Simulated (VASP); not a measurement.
**BaTe: band structure with PBE0**

The system is BaTe.

```
Ba Te
1.0
     0.00000    3.41000    3.41000
     3.41000    0.00000    3.41000
     3.41000    3.41000    0.00000
Ba Te
1 1
Direct
  0.00000 0.00000 0.00000
  0.50000 0.50000 0.50000
```

```
Program                            : VASP 6.6.1
Task                               : band structure
Functional                         : PBE0
Potentials or basis                : VASP PAW PBE potentials, release 64 (Ba_sv, Te)
Cutoff                             : 520 eV
k mesh                             : 4 × 4 × 4
Occupations                        : gaussian, width 0.02 eV
Spin                               : no spin polarisation
Grid for exact exchange (PRECFOCK) : Fast
Exchange at q = 0                  : truncated
Further INCAR settings             : ALGO = Normal; EDIFF = 1e-07
```

```json
{
  "Pressure": "4.0 GPa",
  "Band gap on the k mesh": "2.69 eV, indirect (least direct gap 3.13 eV)",
  "Band gap along the path": "2.69 eV, indirect (least direct gap 3.13 eV)"
}
```

Levels at the corners of the path, in eV from the valence-band top:
```
point  band 6  band 7  band 8  band 9  band 10  band 11
    Γ    0.00    0.00    0.00    4.39     4.39     4.40
    X   -1.34   -0.44   -0.44    2.69     6.18     6.55
    X   -1.34   -0.44   -0.44    2.69     6.18     6.55
    W   -1.58   -1.12   -1.12    5.06     5.06     6.67
    W   -1.58   -1.12   -1.12    5.06     5.06     6.67
    K   -1.53   -1.26   -0.95    3.94     6.88     7.10
    K   -1.53   -1.26   -0.95    3.94     6.88     7.10
    Γ    0.00    0.00    0.00    4.39     4.39     4.43
    Γ    0.00    0.00    0.00    4.39     4.39     4.40
    L   -2.74   -1.43   -1.43    5.69     6.66     6.82
    L   -2.74   -1.43   -1.43    5.69     6.66     6.82
    U   -1.53   -1.26   -0.95    3.94     6.88     7.10
    U   -1.53   -1.26   -0.95    3.94     6.88     7.11
    W   -1.58   -1.12   -1.12    5.06     5.06     6.67
    W   -1.58   -1.12   -1.12    5.06     5.06     6.67
    L   -2.74   -1.43   -1.43    5.69     6.66     6.82
    L   -2.74   -1.43   -1.43    5.69     6.66     6.82
    K   -1.53   -1.26   -0.95    3.94     6.88     7.11
    U   -1.53   -1.26   -0.95    3.94     6.88     7.10
    X   -1.34   -0.44   -0.44    2.69     6.18     6.55
```

Wall time 29 min on 1 thread of Intel(R) Xeon(R) Platinum 8375C CPU @ 2.90GHz (Ice Lake) (shared host), peak memory 0.29 GiB.

Caveat: the PAW data sets were made with another functional, which shifts forces and pressure a little; spin-orbit coupling is left out, which moves the levels of the heavy elements.
